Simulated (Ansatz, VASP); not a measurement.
**Pt: VASP beside Ansatz**

Contents of INCAR:

```
  ALGO = Normal
  EDIFF = 1E-6
  ENCUT = 520
  GGA = PE
  ISIF = 2
  ISMEAR = 0
  LASPH = T
  LCHARG = F
  LREAL = F
  LWAVE = F
  NBANDS = 11
  NELM = 60
  PREC = Accurate
  SIGMA = 0.15
```

The input KPOINTS:

```
k-points
0
Gamma
  26 26 26
```

File POSCAR:

```
Pt
1.0
    0.0000000000      2.0346814308      2.0346814308
    2.0346814308      0.0000000000      2.0346814308
    2.0346814308      2.0346814308      0.0000000000
Pt
1
Direct
    0.0000000000      0.0000000000      0.0000000000
```

Input for Ansatz:

```yaml
crystal:
  lattice:
    - [0.0, 2.0346814308, 2.0346814308]
    - [2.0346814308, 0.0, 2.0346814308]
    - [2.0346814308, 2.0346814308, 0.0]
  atoms:
    - { symbol: Pt, position: [0.0, 0.0, 0.0] }
basis:
  ecutwfc: 420
kpoints:
  mp_grid: { grid: [26, 26, 26] }
hamiltonian:
  xc: pbe
scf:
  occupations: { method: gaussian, width: 0.15 }
output:
  forces: true
  stress: true
  eigenvalues: true
  write_density: true
  write_potential: true
  elf: true
  volumetric_format: npy
```

Change from the starting cell: strain +0.025 along x and y, +0.025 along z, atoms carried along.

Alike in both runs: task single point; functional PBE; k mesh 26 × 26 × 26; occupations gaussian, width 0.15 eV; no spin polarisation.

|  | VASP | Ansatz |
| --- | --- | --- |
| version | VASP 6.6.1 | Ansatz 0.2.0 |
| potentials or method | VASP PAW PBE potentials, release 64 (Pt) | scalar-relativistic, plane waves, PAW |
| plane-wave cutoff (eV) | 520 | 420 |
| valence electrons in the cell | 10 | 18 |

|  | VASP | Ansatz | Ansatz less VASP |
| --- | --- | --- | --- |
| gap on the k mesh at the Fermi level (eV) | none | none | - |
| pressure (GPa) | -15.3 | -14.9 | +0.37 |

A gap of «none» marks a metal or a gap that the smearing closes. The two sets of potentials don't hold the same shells in valence.

Caveats: so large a pressure means that the cell lies far from this level's equilibrium, or that cutoff or potentials fall short (VASP). Spin-orbit coupling is left out, which matters for the levels of Pt.
